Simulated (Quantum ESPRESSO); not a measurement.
MgO:

```
Mg O
1.0
     0.00000    2.09700    2.09700
     2.09700    0.00000    2.09700
     2.09700    2.09700    0.00000
Mg O
1 1
Direct
  0.00000 0.00000 0.00000
  0.50000 0.50000 0.50000
```

The cell is a database's computed one.

Program: Quantum ESPRESSO 7.5. Alike in all runs: task dielectric tensor; level PBEsol; potentials or basis PseudoDojo 0.4.1 SR PBEsol standard; no spin polarisation; cell as given; cutoff (eV) 1143; smearing fermi-dirac 0.05 eV. Hardware: 1 thread of Intel(R) Xeon(R) 6975P-C (Granite Rapids) (shared host).

Task: Order these runs on this cell by their wall time, lowest first.
A. k mesh 12 × 12 × 12; mesh quality not flagged
B. k mesh 4 × 4 × 4; mesh quality coarse
C. k mesh 6 × 6 × 6; mesh quality coarse

Result: B (13 s), C (29 s), A (110 s).

Caveats: some runs use coarse meshes; on a mesh that holds Γ this program's dielectric tensor can be off by some percent beyond the error of the mesh.
